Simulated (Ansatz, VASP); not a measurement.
**TiCo in VASP and in Ansatz**

The input INCAR:

```
PREC = Accurate ; ENCUT = 520
EDIFF = 1E-6 ; ISMEAR = -1
SIGMA = 0.05 ; LREAL = False
LASPH = True ; NELM = 150
ALGO = Normal ; ISIF = 2
LWAVE = False ; LCHARG = False
ISPIN = 2 ; MAGMOM = 2 1
LORBIT = 11 ; LMAXMIX = 4
GGA = B5 ; ALDAX = 1.0
AGGAX = 1.0 ; AGGAC = 1.0
ALDAC = 0.0 ; NBANDS = 22
```

KPOINTS

```
regular mesh
0
Gamma
  9 9 9
```

File POSCAR:

```
TiCo
1.0
    2.9861109900      0.0000000000      0.0000000000
    0.0000000000      2.9861109900      0.0000000000
    0.0000000000      0.0000000000      2.9861109900
Co Ti
1 1
Direct
    0.5000000000      0.5000000000      0.5000000000
    0.0000000000      0.0000000000      0.0000000000
```

Contents of input.yaml:

```yaml
crystal:
  lattice:
    - [2.98611099, 0.0, 0.0]
    - [0.0, 2.98611099, 0.0]
    - [0.0, 0.0, 2.98611099]
  atoms:
    - { symbol: Co, position: [0.5, 0.5, 0.5], spin: 2.0 }
    - { symbol: Ti, position: [0.0, 0.0, 0.0], spin: 1.0 }
kpoints:
  mp_grid: { grid: [9, 9, 9] }
  band_path:
    path:
      - [0.0, 0.0, 0.0]
      - [0.0, 0.5, 0.0]
      - [0.5, 0.5, 0.0]
      - [0.0, 0.0, 0.0]
      - [0.5, 0.5, 0.5]
      - [0.0, 0.5, 0.0]
    npoints: 10
scf:
  occupations: { method: fermi_dirac, width: 0.05 }
hamiltonian:
  xc: blyp
  pseudopotentials: { kind: all_electron, lapw: { basis_error: 0.001 } }
magnetization:
  spin_polarized: true
output:
  forces: true
  stress: true
  eigenvalues: true
```

The cell comes from a database or a generator and needn't be the stable form of this composition.

Alike in both runs: functional BLYP; k mesh 9 × 9 × 9; occupations fermi-dirac, width 0.05 eV; collinear spin.

|  | VASP | Ansatz |
| --- | --- | --- |
| version | VASP 6.6.1 | Ansatz 0.2.0 |
| potentials or method | VASP PAW PBE potentials, release 64 (Co, Ti_sv) | all-electron LAPW, scalar-relativistic |
| plane-wave cutoff (eV) | 520 | see its input |
| task | single point | band structure |

|  | VASP | Ansatz | Ansatz less VASP |
| --- | --- | --- | --- |
| gap on the k mesh at the Fermi level (eV) | none | none | - |
| pressure (GPa) | 4.4 | 4.8 | +0.39 |
| net moment per atom (μB) | 0.37 | 0.40 | +0.032 |
| size of the moment on the site where the two differ most (μB) | 0.78 | 0.86 | +0.080 |

Site moments also hang on the region over which each program counts them. A gap of «none» marks a metal or a gap that the smearing closes. Ansatz ran all-electron here, so the differences hold the error of VASP's frozen core and of both bases.

Caveats: the PAW data sets were made with another functional, which shifts forces and pressure a little (VASP).
